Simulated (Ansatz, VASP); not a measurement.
PbS: VASP beside Ansatz

The input INCAR:

```
SYSTEM = PbS
  PREC = Accurate
  ENCUT = 520
  EDIFF = 1E-6
  ISMEAR = 0
  SIGMA = 0.05
  LREAL = .False.
  LASPH = .True.
  NELM = 80
  ALGO = Normal
  ISIF = 2
  LWAVE = .False.
  LCHARG = .False.
  GGA = PS
  NBANDS = 17
```

File KPOINTS:

```
regular mesh
0
Gamma
  10 10 10
  0 0 0
```

File POSCAR:

```
PbS
1.0
    0.0000000000      2.8538718000      2.8538718000
    2.9724718000     -0.1186000000      2.9724718000
    2.8538718000      2.8538718000      0.0000000000
Pb S
1 1
Direct
   -0.0029208277      0.0087624830     -0.0029208277
    0.5029208277      0.4912375170      0.5029208277
```

Input for Ansatz:

```yaml
crystal:
  lattice:
    - [0.0, 2.8538718, 2.8538718]
    - [2.9724718, -0.1186, 2.9724718]
    - [2.8538718, 2.8538718, 0.0]
  atoms:
    - { symbol: Pb, position: [-0.0029208277, 0.008762483, -0.0029208277] }
    - { symbol: S, position: [0.5029208277, 0.491237517, 0.5029208277] }
basis:
  ecutwfc: 420
kpoints:
  mp_grid: { grid: [10, 10, 10] }
hamiltonian:
  xc: pbesol
scf:
  occupations: { method: gaussian, width: 0.05 }
output:
  forces: true
  stress: true
  eigenvalues: true
```

Alike in both runs: task single point; functional PBEsol; k mesh 10 × 10 × 10; occupations gaussian, width 0.05 eV; no spin polarisation.

|  | VASP | Ansatz |
| --- | --- | --- |
| version | VASP 6.6.1 | Ansatz 0.2.0 |
| potentials or method | VASP PAW PBE potentials, release 64 (Pb_d, S) | scalar-relativistic, plane waves, PAW |
| plane-wave cutoff (eV) | 520 | 420 |
| valence electrons in the cell | 20 | 20 |

Ansatz gave:

* gap on the k mesh at the Fermi level (eV): none
* pressure (GPa): 2.6
* largest component of the traceless stress (GPa): 0.79
* rms of the force components (eV/Å): 0.024

Q: Which values does VASP return?

A: gap on the k mesh at the Fermi level (eV): none; pressure (GPa): 2.5; largest component of the traceless stress (GPa): 0.79; rms of the force components (eV/Å): 0.025.

Atom by atom the forces differ by 0.000 eV/Å (rms over components). A gap of «none» marks a metal or a gap that the smearing closes.

Caveats: the PAW data sets were made with another functional, which shifts forces and pressure a little (VASP). The runs have no spin-orbit coupling, so splittings on Pb are missing.
